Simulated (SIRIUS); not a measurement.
MgS (Niningerite):

```
S Mg
1.0
     0.00000    2.60165    2.60165
     2.60165    0.00000    2.60165
     2.60165    2.60165    0.00000
S Mg
1 1
Cartesian
  2.6016 2.6016 2.6016
  0.0000 0.0000 0.0000
```

Base run:

```yaml
Program: SIRIUS 7.12.0
Functional: PBEsol
Potentials_or_basis: all-electron FP-LAPW
Cutoff: 158 eV
Basis: apw+lo standard
k_mesh: 9 × 9 × 9
Occupations: fermi-dirac, width 0.05 eV
Spin: no spin polarisation
```

Its results: band gap on the k mesh 2.84 eV, indirect (least direct gap 3.60 eV).

**Question.** The run is repeated on the same cell with these changes: functional from PBEsol to xPBE; occupations from fermi-dirac, width 0.05 eV to methfessel-paxton, width 0.1 eV. What comes out?

**Answer.** Band gap on the k mesh 2.97 eV, indirect (least direct gap 3.78 eV).

Caveats: an odd mesh through Γ misses points on the zone boundary, where band edges often lie (some runs); the mesh misses the band edges, which the band path finds closer together (some runs).

Not every run made on this cell is shown here.
